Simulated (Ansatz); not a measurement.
H interstitial in Te2Mo

Method: DFT PBE, scalar-relativistic, plane waves, PAW (Ansatz 0.2.0). Settings: 420 eV cutoff, 2×2×2 k-mesh, Gaussian smearing of 0.01 eV, collinear spin in charge 0 alone.

Host crystal, relaxed:

```
Te Mo
1.0
     3.55666    0.00000    0.00000
    -1.77833    3.08016    0.00000
     0.00000    0.00000   15.33161
Te Mo
4 2
Direct
  0.33333 0.66667 0.63207
  0.66667 0.33333 0.13207
  0.66667 0.33333 0.36793
  0.33333 0.66667 0.86793
  0.33333 0.66667 0.25000
  0.66667 0.33333 0.75000
```

Supercell of 24 atoms, rows in host cell vectors: 0 -2 0; -2 0 0; 0 0 -1. Atoms relax at the host's cell from a start displaced at random by 0.06 Å near the defect, so other minima may exist. The cell is small, so energies carry finite-size errors of tenths of an eV. The host's Kohn–Sham gap is 0.97 eV. Atoms are taken from and returned to the elements' standard states. Charged cells are corrected for image charges with the computed static dielectric tensor (mean 15.4) and aligned with the host's potential at far atoms (alignment terms reach 0.19 eV; the program doubts the alignment in some charges, where it is up to 0.19 eV). No band-filling term is added, and the Fermi level counts from the host's valence band top.

Spin-orbit coupling is left out, which matters for the bands and energies of heavy elements.

Defect: H interstitial set at (0.000, 0.000, 0.000) of the host cell. In charges +1, 0 some atom moved by up to 1.9 Å, so the relaxed defect can differ in kind from the start. Before relaxation its nearest neighbours are 6 Te at 2.88 Å.

| charge | E_f at the valence band top (eV) | over the neutral state (eV) | moment (μB) | largest move (Å) | atoms near the site |
| --- | --- | --- | --- | --- | --- |
| +1 | 0.99 | -0.61 | 0.00 | 1.90 | 1 Te at 1.71 Å, 1 Te at 3.03 Å, 1 Te at 3.06 Å, 1 Te at 3.23 Å |
| 0 | 1.60 | 0.00 | 0.50 | 0.92 | 1 Te at 1.82 Å, 1 Te at 2.72 Å, 1 Te at 2.73 Å, 2 Te at 3.29 Å, 1 Mo at 3.55 Å, 1 Mo at 3.56 Å |
| -1 | 2.18 | 0.57 | 0.00 | 0.32 | 1 Te at 2.67 Å, 2 Te at 2.68 Å, 1 Te at 2.76 Å, 2 Te at 2.77 Å |

Among the charges computed the stable one is +1 at the valence band top, changing to -1 at 0.59 eV. Other sites of the defect weren't tried. Fractional moments come from partly filled bands of the small cell.